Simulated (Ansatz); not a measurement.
# CdSe (Cadmoselite) (P6_3mc) in Ansatz: notebook

One crystal, CdSe (Cadmoselite), is run at these levels: PBE, BLYP+D3(BJ), BLYP+D4; tasks: single point, relaxation of cell and atoms.

Everything below comes from runs of Ansatz 0.2.0. Logs are shortened: lines on timing, memory, paths and dates and some standing lists are left out, and cuts for length are marked.

**What was measured.**

From a printed reference work, data compilation, for a bulk crystal of CdSe at 2 K: band gap 1.841 eV.

How close the calculation comes is told below.

### Step 1. Starting point

It takes space group P6_3mc (No. 186, hexagonal). Conventional cell: a = 4.300 Å, b = 4.300 Å, c = 7.020 Å, α = 90.00°, β = 90.00°, γ = 120.00°. Around Cd (site symmetry 3m) lie 4 Se at 2.61 to 2.70 Å. Se (site symmetry 3m) is surrounded by 4 Cd at 2.61 to 2.70 Å.

### Step 2. Single point, PBE

The input, input.yaml:

```yaml
crystal:
  lattice:
    - [4.3, 0.0, 0.0]
    - [-2.15, 3.7239092363, 0.0]
    - [0.0, 0.0, 7.02]
  atoms:
    - { symbol: Cd, position: [0.6666666667, 0.3333333333, 0.5] }
    - { symbol: Cd, position: [0.3333333333, 0.6666666667, 0.0] }
    - { symbol: Se, position: [0.6666666667, 0.3333333333, 0.885] }
    - { symbol: Se, position: [0.3333333333, 0.6666666667, 0.385] }
hamiltonian:
  xc: pbe
  pseudopotentials: { kind: paw }
kpoints:
  mp_grid: { grid: [7, 7, 4] }
scf:
  occupations: { method: gaussian, width: 0.011 }
output:
  forces: true
  stress: true
  eigenvalues: true
```

Potentials or basis: Ansatz PAW.

On the command line:

```sh
ansatz run input.yaml --threads 2 --pin off --max-ram 5632MiB --backend cpu --events-out ev --progress --plain --runs-dir out
```

What it wrote:

```text
Warning: RAYON_NUM_THREADS=2 ignored (pool sized by the plan → 2); use --threads N
Engine: ansatz 0.2.0, x86_64-unknown-linux-gnu
Pseudopotentials: kind: paw
Pseudopotential: Cd, paw, valence charge 20, recommended cutoff 420 eV (normal), Cd.paw.azcp
Pseudopotential: Se, paw, valence charge 16, recommended cutoff 420 eV (normal), Se.paw.azcp
Functional definition: PBE
  parameter kappa = 0.804
  parameter beta = 0.06672455060314922
  exchange = pbe_x(kappa = kappa, mu = beta*pi^2/3)
  correlation = pbe_c(beta = beta)
Crystal: 4 atoms, lattice volume = 112.410 Å³
Basis set: ecut = 420 eV, 2189 PW (Γ), exchange–correlation on 60×60×96 points (8 copies of the dense FFT grid, shifted against one another)
Bands: 44, of which v1, the nominal top of the filled ones, is band 36 counted from 1 (35 counted from 0)
Symmetry: 12 space group operations
Space group: P63mc (ITA 186), of the structure as read, at distance tolerance 4.8e-5 Å
k-points: 24 of 196 (time reversal used)
Non-local potential: Cd, projectors of the file, l = 0: 3, l = 1: 2, l = 2: 2, l = 3: 1
Non-local potential: Se, projectors of the file, l = 0: 2, l = 1: 2, l = 2: 3, l = 3: 1
PAW form: soft (Blöchl's): semilocal exchange-correlation on the pseudo side does not see the compensation charge
PAW one-centre angular grid: Cd, 590 points (default); XC on 64 Gauss nodes
PAW one-centre angular grid: Se, 590 points (default); XC on 64 Gauss nodes
Initial density: superposition of atomic densities (neutral atoms: chi_scale 0, normalization atom), corrected by the library's trained network
Initial wavefunctions: pseudopotential atomic-orbital guess
Functional: x = pbe(κ = 0.804, μ = 0.2195149727645171), c = pbe(β = 0.06672455060314922)
SCF iter   1: F=—  HF=-27449.509514 eV  |F-HF|=—  |Δ(HF+E_count)|=         —  Δρ=8.75e-4  dr2=1.69e-3  ethr=1.77e-3  ⟨swp⟩=6.5  Hψ=3969  notcnv=0
preconditioner: auto → Resta (q_TF=auto, 2.533 Å⁻¹)  ε∞=4.0  [insulator: Δε(μ)=0.690 eV  Ē_g=12.156 eV  σ=0.011 eV  W_gap=1.00  n_scr=34 (ndim 8)  ℏωp=21.0 eV  f_vac=0.201  D(μ)=0.00/eV (n_scr^D=0)  ε∞_Penn≈4.0]
SCF iter   2: F=—  HF=-27449.510666 eV  |F-HF|=—  |Δ(HF+E_count)|=   1.15e-3  Δρ=5.01e-4  dr2=5.09e-4  ethr=2.35e-6  ⟨swp⟩=2.0  Hψ=1814  notcnv=0  defer=70
SCF iter   3: F=—  HF=-27449.510706 eV  |F-HF|=—  |Δ(HF+E_count)|=   3.98e-5  Δρ=2.26e-4  dr2=4.23e-5  ethr=7.07e-7  ⟨swp⟩=2.0  Hψ=1540  notcnv=0  defer=46
automatic band count: iteration 3 solves 43 bands in place of 44: the levels show a gap, and the empty bands left out lie too high to hold charge; the band table lists the bands solved (type scf.n_extra_bands for more)
SCF iter   4: F=—  HF=-27449.510761 eV  |F-HF|=—  |Δ(HF+E_count)|=   5.55e-5  Δρ=9.87e-5  dr2=1.15e-5  ethr=5.87e-8  ⟨swp⟩=2.7  Hψ=1820  notcnv=0  defer=46
SCF iter   5: F=—  HF=-27449.510776 eV  |F-HF|=—  |Δ(HF+E_count)|=   1.52e-5  Δρ=3.42e-5  dr2=2.07e-6  ethr=1.60e-8  ⟨swp⟩=2.0  Hψ=1379  notcnv=0  defer=46
SCF iter   6: F=—  HF=-27449.510778 eV  |F-HF|=—  |Δ(HF+E_count)|=   1.79e-6  Δρ=9.99e-6  dr2=1.06e-7  ethr=2.87e-9  ⟨swp⟩=2.0  Hψ=1418  notcnv=0  defer=46
SCF iter   7: F=-27449.510778 eV  HF=-27449.510778 eV  |F-HF|=9.34e-9  |Δ(HF+E_count)|=   2.47e-7  Δρ=5.15e-6  dr2=2.67e-8  ethr=1.39e-10  ⟨swp⟩=7.4  Hψ=4305  notcnv=0
SCF 1 converged in 7 iterations: F = -27449.510778 eV  dr2 = 2.67e-8
SCF converged after 7 iterations
Free energy (F): -27449.510778 eV
Harris-Foulkes:  -27449.510778 eV  (|F-HF|=9.34e-9)
Internal energy: -27449.510778 eV  (E = F + TS)
E sigma→0 (E₀):  -27449.510778 eV
Fermi energy:    7.828350 eV
--- Per-component energies (eV) ---
  E_band       = -1779.234995
  E_kinetic    = 1248.246276
  E_local      = -12776.457152  (includes V_loc(G=0)·N_el)
  E_nonlocal   = -1124.723823
  E_hartree    = 6078.069569
  E_xc         = -562.480727
  E_vxc        = -640.392424  (∫ρ·V_xc dr)
  E_paw        = -11989.161003  (= ΣΔE_a)
  E_vpaw       = -642.062665  (= ΣTr[D̂ρ^β])
  E_aug_tail   = -0.001150  (compensation charges beyond the density's cutoff)
  E_ewald      = -8323.002769
  E_smearing   = -0.000000  (= −TS)
  E_closure    = -0.000000  (closes the sum)
  Σ components = -27449.510778   (vs F -27449.510778, Δ=0.00e0)
--- Forces (eV/Å), atoms counted from 1 ---
  atom   1  Cd    -0.00000000     0.00000000     0.28164542
  atom   2  Cd     0.00000000    -0.00000000     0.28164542
  atom   3  Se     0.00000000     0.00000000    -0.28163881
  atom   4  Se    -0.00000000    -0.00000000    -0.28163881
  max |Σ_I F_I| component: 1.32e-5 eV/Å
--- Stress (GPa, compression-positive) ---
        3.687272       0.000000       0.000000
       -0.000000       3.687272       0.000000
        0.000000      -0.000000       1.663126
  P = ⅓ Tr σ = 3.0126 GPa (30.126 kbar)
--- Band table (eV; the first three rows and the last of 24) ---
  k-point 0: bands = ["-94.1409", "-94.1409", "-55.2114", "-55.2111", "-55.2106", "-55.2106", "-55.2105", "-55.2105", "-39.1611", "-39.1611", "-39.1611", "-39.1611", "-39.1504", "-39.1504", "-39.1503", "-39.1503", "-39.1499", "-39.1498", "-5.1154", "-4.7483", "-0.4514", "-0.4514", "-0.3957", "-0.3957", "-0.3883", "-0.0926", "-0.0926", "-0.0283", "-0.0283", "0.2524", "3.2446", "6.7613", "6.7613", "7.4658", "7.4770", "7.4770", "8.1796", "9.5998", "13.3661", "13.3661", "13.6205", "14.4760", "14.4760"]
  k-point 1: bands = ["-94.1409", "-94.1409", "-55.2114", "-55.2112", "-55.2106", "-55.2106", "-55.2105", "-55.2105", "-39.1611", "-39.1611", "-39.1611", "-39.1611", "-39.1504", "-39.1504", "-39.1503", "-39.1503", "-39.1499", "-39.1498", "-5.0613", "-4.8012", "-0.4453", "-0.4453", "-0.4059", "-0.4059", "-0.3469", "-0.0814", "-0.0814", "-0.0359", "-0.0359", "0.0732", "3.7509", "6.3092", "6.8590", "6.8590", "7.3644", "7.3644", "9.2050", "9.7037", "13.1748", "13.4481", "13.4481", "14.2018", "14.2018"]
  k-point 2: bands = ["-94.1409", "-94.1409", "-55.2113", "-55.2113", "-55.2105", "-55.2105", "-55.2105", "-55.2105", "-39.1611", "-39.1611", "-39.1611", "-39.1611", "-39.1503", "-39.1503", "-39.1503", "-39.1503", "-39.1498", "-39.1498", "-4.9307", "-4.9307", "-0.4276", "-0.4276", "-0.4276", "-0.4276", "-0.1963", "-0.1963", "-0.0569", "-0.0569", "-0.0569", "-0.0569", "4.9144", "4.9144", "7.1044", "7.1044", "7.1044", "7.1044", "9.8165", "9.8165", "13.2979", "13.2979", "13.7409", "13.7409", "13.7409"]
  k-point 23: bands = ["-94.1409", "-94.1409", "-55.2113", "-55.2113", "-55.2107", "-55.2107", "-55.2107", "-55.2107", "-39.1611", "-39.1611", "-39.1611", "-39.1611", "-39.1504", "-39.1504", "-39.1503", "-39.1503", "-39.1498", "-39.1498", "-4.6511", "-4.6511", "-0.2811", "-0.2811", "-0.2622", "-0.2622", "-0.1130", "-0.1130", "-0.0676", "-0.0676", "0.3306", "0.3306", "3.3874", "3.3874", "5.1404", "5.1404", "6.3935", "6.3935", "11.2526", "11.2526", "13.2411", "13.2411", "13.7783", "13.7783", "15.5503"]
```

It took 9.3 s on 2 threads of Intel Xeon at 2.50GHz (Skylake/Cascade Lake), shared host; peak memory 0.42 GiB.

What came out:

```yaml
Free_energy: -27449.5108 eV
Pressure: 3.0 GPa
Largest_force: 0.282 eV/Å
Band_gap_on_the_k_mesh: 0.70 eV, direct
```

Forces on the atoms (eV/Å):
```
Cd   0.000  0.000  0.282
Cd   0.000  0.000  0.282
Se   0.000  0.000 -0.282
Se   0.000  0.000 -0.282
```

Stress tensor (GPa, compression positive):
```
3.69 0.00 0.00
0.00 3.69 0.00
0.00 0.00 1.66
```

Levels at points of the mesh, in eV from the valence-band top:
| k point | band 32 | band 33 | band 34 | band 35 | band 36 | band 37 | band 38 | band 39 | band 40 | band 41 |
| --- | --- | --- | --- | --- | --- | --- | --- | --- | --- | --- |
| (0.00, 0.00, 0.00) | -0.72 | -0.72 | -0.01 | 0.00 | 0.00 | 0.70 | 2.12 | 5.89 | 5.89 | 6.14 |
| (0.00, 0.00, -0.50) | -2.56 | -0.37 | -0.37 | -0.37 | -0.37 | 2.34 | 2.34 | 5.82 | 5.82 | 6.26 |

Caveat: odd divisions of the mesh miss points on the zone boundary, where band edges often lie, so the gap on the mesh can be too wide.

### Step 3. Relaxation of cell and atoms, PBE

input.yaml: that of step 2 with these lines changed.

```diff
@@ -16,3 +16,3 @@
 scf:
-  occupations: { method: gaussian, width: 0.011 }
+  occupations: { method: fermi_dirac, width: 0.05 }
 output:
@@ -20,2 +20,5 @@
   stress: true
-  eigenvalues: true
+relax:
+  f_tol: 0.01
+  max_steps: 40
+  cell: { stress_tol: 0.05 }
```

Potentials or basis: Ansatz PAW.

On the command line:

```sh
ansatz run input.yaml --threads 2 --pin off --max-ram 5632MiB --backend cpu --events-out ev --progress --plain --runs-dir out
```

What it wrote:

```text
Warning: RAYON_NUM_THREADS=2 ignored (pool sized by the plan → 2); use --threads N
[... 9 set-up lines as earlier in the session ...]
Crystal: 4 atoms, lattice volume = 112.410 Å³
Basis set: ecut = 420 eV, 2189 PW (Γ), exchange–correlation on 60×60×96 points (8 copies of the dense FFT grid, shifted against one another)
Bands: 44, of which v1, the nominal top of the filled ones, is band 36 counted from 1 (35 counted from 0)
[... 2 set-up lines as earlier in the session ...]
k-points: 24 of 196 (time reversal used)
[... 2 set-up lines as earlier in the session ...]
[... 78 lines left out ...]
  E_hartree    = 6184.571968
  E_xc         = -561.036687
  E_vxc        = -638.413935  (∫ρ·V_xc dr)
  E_paw        = -11989.834638  (= ΣΔE_a)
  E_vpaw       = -643.396624  (= ΣTr[D̂ρ^β])
  E_aug_tail   = -0.001227  (compensation charges beyond the density's cutoff)
  E_ewald      = -8168.662520
  E_smearing   = -0.000059  (= −TS)
  E_closure    = 0.000000  (closes the sum)
  Σ components = -27449.587399   (vs F -27449.587399, Δ=0.00e0)
--- Forces (eV/Å), atoms counted from 1 ---
  atom   1  Cd     0.00000000    -0.00000000     0.00234048
  atom   2  Cd    -0.00000000     0.00000000     0.00234048
  atom   3  Se     0.00000000    -0.00000000    -0.00234123
  atom   4  Se    -0.00000000     0.00000000    -0.00234123
  max |Σ_I F_I| component: 1.50e-6 eV/Å
--- Stress (GPa, compression-positive) ---
        0.006646       0.000000      -0.000000
       -0.000000       0.006646       0.000000
       -0.000000       0.000000      -0.014584
  P = ⅓ Tr σ = -0.0004 GPa (-0.004 kbar)
--- Relaxed structure (4 steps of the walk, 4 accepted, 1 SCFs on fresh bases) ---
  F+E_penalty+E_count = -27449.58739870 eV   max|allowed force component| = 2.341e-3 eV/Å   (the final SCF, on the basis selected at the relaxed cell)
  cell:  # Å, volume = 119.0252 Å³
    - [4.382823705238151, 4.575895752196953e-34, 5.719869690246191e-34]
    - [-2.1914118526190753, 3.795636669044879, -8.804197794830891e-34]
    - [9.338019819856549e-35, 0.0, 7.154847948961747]
  atoms:
    - { symbol: Cd, position: [0.6666666666666666, 0.33333333333333326, 0.5045996687839358] }
    - { symbol: Cd, position: [0.33333333333333326, 0.6666666666666665, 0.0045996687839357335] }
    - { symbol: Se, position: [0.6666666666666666, 0.33333333333333326, 0.8804003312160643] }
    - { symbol: Se, position: [0.33333333333333326, 0.6666666666666665, 0.38040033121606437] }
```

Run time: 39 s. Hardware: 2 threads of Intel Xeon at 2.50GHz (Skylake/Cascade Lake), shared host; peak memory 0.45 GiB.

Results:

- Free energy: -27449.5874 eV
- Relaxed volume: 29.76 Å³/atom
- Relaxed cell: a = 4.383 Å, b = 4.383 Å, c = 7.155 Å, α = 90.00°, β = 90.00°, γ = 120.00°
- Space group after relaxing (to 0.05 Å): P6_3mc (No. 186)
- Energy gained by relaxing: 19.2 meV/atom
- Ionic steps: 5
- Pressure after relaxing: 0.0 GPa
- Band gap on the k mesh: 0.54 eV

Forces in eV/Å, atoms in the order of the input:
```
Cd   0.000  0.000  0.002
Cd   0.000  0.000  0.002
Se   0.000  0.000 -0.002
Se   0.000  0.000 -0.002
```

The path:
```csv
step,energy change (eV),largest force (eV/Å),volume (Å³)
1,0.0000,0.2817,112.41
2,-0.0700,0.0435,121.00
3,-0.0750,0.0207,119.38
4,-0.0754,0.0023,119.03
5,-0.0766,0.0023,119.03
```

Final structure:
```
Cd Se
1.0
     4.38282    0.00000    0.00000
    -2.19141    3.79564    0.00000
     0.00000    0.00000    7.15485
Cd Se
2 2
Direct
  0.66667 0.33333 0.50460
  0.33333 0.66667 0.00460
  0.66667 0.33333 0.88040
  0.33333 0.66667 0.38040
```

Caveat: odd divisions of the mesh miss points on the zone boundary, where band edges often lie, so the gap on the mesh can be too wide; the plane-wave basis is chosen anew once the cell has moved, so the energies of steps on either side of that aren't comparable. Zero-point motion and thermal expansion aren't in these numbers.

### Step 4. Relaxation of cell and atoms, BLYP+D3(BJ)

input.yaml: that of step 3 with these lines changed.

```diff
@@ -11,4 +11,5 @@
 hamiltonian:
-  xc: pbe
+  xc: blyp
   pseudopotentials: { kind: paw }
+  dispersion: d3bj
 kpoints:
@@ -20,2 +21,6 @@
   stress: true
+  write_density: true
+  write_potential: true
+  elf: true
+  volumetric_format: npy
 relax:
```

On the command line:

```sh
ansatz run input.yaml --threads 2 --pin off --max-ram 5632MiB --backend cpu --events-out ev --progress --plain --runs-dir out
```

Run time: 43 s. Hardware: 2 threads of Intel Xeon at 2.50GHz (Skylake/Cascade Lake), shared host; peak memory 0.46 GiB.

The run converged. Its results:

| Item | Value |
| --- | --- |
| Free energy | -27505.9067 eV |
| Relaxed volume | 28.63 Å³/atom |
| Relaxed cell | a = 4.320 Å, b = 4.320 Å, c = 7.087 Å, α = 90.00°, β = 90.00°, γ = 120.00° |
| Space group after relaxing (to 0.05 Å) | P6_3mc (No. 186) |
| Energy gained by relaxing | 7.2 meV/atom |
| Ionic steps | 5 |
| Pressure after relaxing | 0.0 GPa |
| Band gap on the k mesh | 0.54 eV, direct |

The path:
```tsv
step	energy change (eV)	largest force (eV/Å)	volume (Å³)
1	0.0000	0.3069	112.41
2	-0.0265	0.0195	115.02
3	-0.0282	0.0006	114.64
4	-0.0283	0.0003	114.53
5	-0.0287	0.0003	114.53
```

Final structure:
```cif
data_structure
_symmetry_space_group_name_H-M 'P 1'
_symmetry_Int_Tables_number 1
_cell_length_a 4.3198
_cell_length_b 4.3198
_cell_length_c 7.0868
_cell_angle_alpha 90.000
_cell_angle_beta 90.000
_cell_angle_gamma 120.000
_cell_volume 114.53
loop_
_atom_site_label
_atom_site_type_symbol
_atom_site_fract_x
_atom_site_fract_y
_atom_site_fract_z
_atom_site_occupancy
Cd1 Cd 0.66667 0.33333 0.50543 1
Cd2 Cd 0.33333 0.66667 0.00543 1
Se1 Se 0.66667 0.33333 0.87957 1
Se2 Se 0.33333 0.66667 0.37957 1
```

Levels at points of the mesh, in eV from the valence-band top:
| k point | band 32 | band 33 | band 34 | band 35 | band 36 | band 37 | band 38 | band 39 | band 40 | band 41 |
| --- | --- | --- | --- | --- | --- | --- | --- | --- | --- | --- |
| (0.00, 0.00, 0.00) | -0.72 | -0.72 | -0.07 | 0.00 | 0.00 | 0.54 | 2.19 | 5.89 | 5.89 | 6.11 |
| (0.00, 0.00, -0.50) | -2.65 | -0.38 | -0.38 | -0.38 | -0.38 | 2.29 | 2.29 | 5.85 | 5.85 | 6.30 |

Caveat: odd divisions of the mesh miss points on the zone boundary, where band edges often lie, so the gap on the mesh can be too wide; the plane-wave basis is chosen anew once the cell has moved, so the energies of steps on either side of that aren't comparable; the PAW data sets come from PBE, with cores solved anew for the run's functional, which leaves a small shift of forces and pressure. As with any semilocal functional, this BLYP gap is likely too small.

### Step 5. Relaxation of cell and atoms, BLYP+D4

input.yaml: that of step 4 with these lines changed.

```diff
@@ -13,3 +13,3 @@
   pseudopotentials: { kind: paw }
-  dispersion: d3bj
+  dispersion: d4
 kpoints:
@@ -21,6 +21,2 @@
   stress: true
-  write_density: true
-  write_potential: true
-  elf: true
-  volumetric_format: npy
 relax:
```

On the command line:

```sh
ansatz run input.yaml --threads 2 --pin off --max-ram 5632MiB --backend cpu --events-out ev --progress --plain --runs-dir out
```

It took 40 s on 2 threads of Intel Xeon at 2.50GHz (Skylake/Cascade Lake), shared host; peak memory 0.45 GiB.

Results (log left out):

```yaml
Free_energy: -27505.4945 eV
Relaxed_volume: 29.08 Å³/atom
Relaxed_cell: a = 4.343 Å, b = 4.343 Å, c = 7.119 Å, α = 90.00°, β = 90.00°, γ = 120.00°
Space_group_after_relaxing_to_0.05_Å: P6_3mc (No. 186)
Energy_gained_by_relaxing: 10.7 meV/atom
Ionic_steps: 5
Pressure_after_relaxing: 0.0 GPa
Band_gap_on_the_k_mesh: 0.50 eV
```

Step by step:
```
step  energy change (eV)  largest force (eV/Å)  volume (Å³)
   1              0.0000                0.3062       112.41
   2             -0.0397                0.0043       117.43
   3             -0.0421                0.0047       116.52
   4             -0.0422                0.0002       116.32
   5             -0.0430                0.0002       116.32
```

Final structure:
```
Cd Se
1.0
     4.34343    0.00000    0.00000
    -2.17172    3.76152    0.00000
     0.00000    0.00000    7.11947
Cd Se
2 2
Cartesian
  2.1717 1.2538 3.5973
  0.0000 2.5077 0.0376
  2.1717 1.2538 6.2631
  0.0000 2.5077 2.7034
```

Caveat: odd divisions of the mesh miss points on the zone boundary, where band edges often lie, so the gap on the mesh can be too wide; the plane-wave basis is chosen anew once the cell has moved, so the energies of steps on either side of that aren't comparable; the PAW data sets come from PBE, with cores solved anew for the run's functional, which leaves a small shift of forces and pressure.

### Step 6. Summary

```tsv
task	level	cell	smearing	gap on the mesh (eV)	pressure (GPa)	relaxed volume (Å³/atom)
single point	PBE	as given	gaussian 0.011 eV	0.70	3.0	-
relaxation of cell and atoms	PBE	relaxed	fermi-dirac 0.05 eV	0.54	0.0	29.76
relaxation of cell and atoms	BLYP+D3(BJ)	relaxed	fermi-dirac 0.05 eV	0.54	0.0	28.63
relaxation of cell and atoms	BLYP+D4	relaxed	fermi-dirac 0.05 eV	0.50	0.0	29.08
```

Alike in all rows: potentials or basis Ansatz PAW; no spin polarisation; k mesh 7 × 7 × 4; cutoff (eV) 420.

Caveats: odd divisions of the mesh miss points on the zone boundary, where band edges often lie, so the gap on the mesh can be too wide; the plane-wave basis is chosen anew once the cell has moved, so the energies of steps on either side of that aren't comparable (some runs); the PAW data sets come from PBE, with cores solved anew for the run's functional, which leaves a small shift of forces and pressure (some runs).

Absolute energies hang on the potentials; compare differences alone.

### Step 7. Comparison with measurements

Step 2. Measured gap of CdSe: 1.841 eV (2 K; a printed reference work, data compilation). This calculation gives 0.70 eV (-1.14 eV). So large a miss can be the level of theory's own, or it may mean another phase, state or a wrong row. Spin-orbit coupling on Cd, Se is left out. The value is that of PBE, without temperature or zero-point motion. Semilocal functionals fall short of measured gaps as a rule.
